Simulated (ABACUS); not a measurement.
**Fe: relaxation of cell and atoms with PBE**

Fe:

```
Fe
1.0
    -1.44300    1.44300    1.44300
     1.44300   -1.44300    1.44300
     1.44300    1.44300   -1.44300
Fe
1
Direct
  0.00000 0.00000 0.00000
```

```
Program                                       : ABACUS 3.10.1
Task                                          : relaxation of cell and atoms
Functional                                    : PBE
Potentials or basis                           : PseudoDojo NC SR 0.4.1 PBE standard
Cutoff                                        : 1225 eV
Density cutoff                                : 4898 eV
Basis                                         : plane waves
k mesh                                        : 9 × 9 × 9
Occupations                                   : fermi-dirac, width 0.05 eV
Spin                                          : collinear spin, ferromagnetic start
Starting moments                              : [3.0] μB
Target pressure                               : 10 GPa
Radial cutoff of the potentials (pseudo_rcut) : 7 bohr
Max steps of the relaxation                   : 60
Force threshold                               : 0.01 eV/Å
Optimiser                                     : cg
Stress threshold                              : 1 kbar
SCF threshold on the density                  : 1e-08
Max SCF steps                                 : 100
Eigensolver                                   : dav
Mixing                                        : broyden
Mixing share                                  : 0.4
Symmetry key                                  : 1
```

* Relaxed volume: 10.82 Å³/atom
* Relaxed cell: a = 2.414 Å, b = 2.414 Å, c = 2.414 Å, α = 109.47°, β = 109.47°, γ = 109.47°
* Space group after relaxing (to 0.05 Å): Im-3m (No. 229)
* Energy change on relaxing (the enthalpy is what falls): +8.8 meV/atom
* Ionic steps: 9
* Pressure after relaxing: 9.9 GPa
* Band gap on the k mesh: none (metal or under the smearing width)
* Net moment: 2.09 μB per cell
* Absolute moment: 2.21 μB per cell

The path:
| step | energy change (eV) | largest force (eV/Å) | pressure (GPa) | volume (Å³) |
| --- | --- | --- | --- | --- |
| 1 | 0.0000 | 0.0000 | -3.79 | 12.02 |
| 2 | 0.0729 | 0.0000 | 26.56 | 10.25 |
| 3 | -0.0060 | 0.0000 | -0.80 | 11.56 |
| 4 | 0.0004 | 0.0000 | 6.16 | 10.99 |
| 5 | 0.0252 | 0.0000 | 15.45 | 10.62 |
| 6 | -0.0046 | 0.0000 | 2.73 | 11.18 |
| 7 | 0.0075 | 0.0000 | 9.46 | 10.85 |
| 8 | 0.0106 | 0.0000 | 10.72 | 10.80 |
| 9 | 0.0088 | 0.0000 | 9.94 | 10.82 |

Final structure:
```
Fe
1.0
    -1.39350    1.39350    1.39350
     1.39350   -1.39350    1.39350
     1.39350    1.39350   -1.39350
Fe
1
Cartesian
  0.0000 0.0000 0.0000
```

Levels at points of the mesh, in eV from the Fermi level:
Spin up:
```
           k point  band 5  band 6  band 7  band 8  band 9  band 10
(0.00, 0.00, 0.00)   -8.70   -2.37   -2.37   -2.37   -1.11    -1.11
```
Spin down:
```tsv
k point	band 5	band 6	band 7	band 8	band 9	band 10
(0.00, 0.00, 0.00)	-8.62	-0.44	-0.44	-0.44	1.83	1.83
```

It took 27 s on 4 MPI ranks on Intel(R) Xeon(R) 6975P-C (Granite Rapids) (shared host), peak memory 0.28 GiB a rank.
